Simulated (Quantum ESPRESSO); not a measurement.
Pb:

```
Pb
1.0
    -1.97966    1.97966    1.97966
     1.97966   -1.97966    1.97966
     1.97966    1.97966   -1.97966
Pb
1
Direct
  0.00000 0.00000 0.00000
```

This isn't the form of Pb at room conditions, which is fcc.

- Program: Quantum ESPRESSO 7.5
- Task: single point
- Functional: PBEsol
- Potentials or basis: GBRV 1.5 PBEsol
- Cutoff: 612 eV
- Density cutoff: 4898 eV
- k mesh: 9 × 9 × 9
- Occupations: fermi-dirac, width 0.05 eV
- Spin: no spin polarisation

On this cell: pressure -2.1 GPa; band gap on the k mesh none (metal or under the smearing width).

The same run follows on a disturbed copy (cell strained at random at fixed volume):

```
Pb
1.0
    -2.06690    2.05040    2.08125
     1.99925   -1.93748    1.90067
     1.99103    1.86160   -1.96833
Pb
1
Direct
  0.00466 0.99633 0.00314
```

Problem. What does the disturbed cell give?

Solution. The energy (extrapolated to zero smearing) moves by +3.5 meV/atom; pressure -1.5 GPa; band gap on the k mesh none (metal or under the smearing width).

Stress tensor (GPa, compression positive):
```
-1.45  0.24  0.27
 0.24 -1.63 -0.32
 0.27 -0.32 -1.37
```
